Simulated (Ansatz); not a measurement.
# Hf (Hf, A15): the cost of one run

Method: DFT PBE, plane waves (420 eV) with PAW, scalar-relativistic, in Ansatz 0.2.0.

## Step 1: Starting point

Symmetry: Pm-3n, No. 223, cubic system. Conventional cell: a = 5.636 Å, b = 5.636 Å, c = 5.636 Å, α = 90.00°, β = 90.00°, γ = 90.00°. Hf (site symmetry m-3) is surrounded by 12 Hf at 3.15 Å. Hf (site symmetry -4m2) is surrounded by 6 Hf at 2.82 to 3.15 Å.

Coordinates:

```
CELL_PARAMETERS angstrom
5.63618 0.00000 0.00000
0.00000 5.63618 0.00000
0.00000 0.00000 5.63618
ATOMIC_POSITIONS crystal
Hf 0.00000 0.00000 0.00000
Hf 0.50000 0.50000 0.50000
Hf 0.25000 0.00000 0.50000
Hf 0.75000 0.00000 0.50000
Hf 0.50000 0.25000 0.00000
Hf 0.50000 0.75000 0.00000
Hf 0.00000 0.50000 0.25000
Hf 0.00000 0.50000 0.75000
```

## Step 2: Geometry optimisation

input.yaml reads:

```yaml
crystal:
  lattice:
    - [5.6361846402, 0.0, 0.0]
    - [0.0, 5.6361846402, 0.0]
    - [0.0, 0.0, 5.6361846402]
  atoms:
    - { symbol: Hf, position: [0.0, 0.0, 0.0] }
    - { symbol: Hf, position: [0.5, 0.5, 0.5] }
    - { symbol: Hf, position: [0.25, 0.0, 0.5] }
    - { symbol: Hf, position: [0.75, 0.0, 0.5] }
    - { symbol: Hf, position: [0.5, 0.25, 0.0] }
    - { symbol: Hf, position: [0.5, 0.75, 0.0] }
    - { symbol: Hf, position: [0.0, 0.5, 0.25] }
    - { symbol: Hf, position: [0.0, 0.5, 0.75] }
hamiltonian:
  xc: pbe
  pseudopotentials:
    kind: paw
    azcp:
      Hf: "pseudopotentials/Hf.paw.azcp"
basis:
  ecutwfc: 420
  fft_grid_basis: typed
kpoints:
  mp_grid: { grid: [5, 5, 5], shift: [0, 0, 0] }
magnetization:
  spin_polarized: false
scf:
  occupations: { method: fermi_dirac, width: 0.1 }
relax:
  max_steps: 60
  f_tol: 0.01
  cell: {}
```

What time and memory should one allow on 2 threads of an x86-64 CPU, shared host?

About 45 s, with a peak of 0.83 GiB.
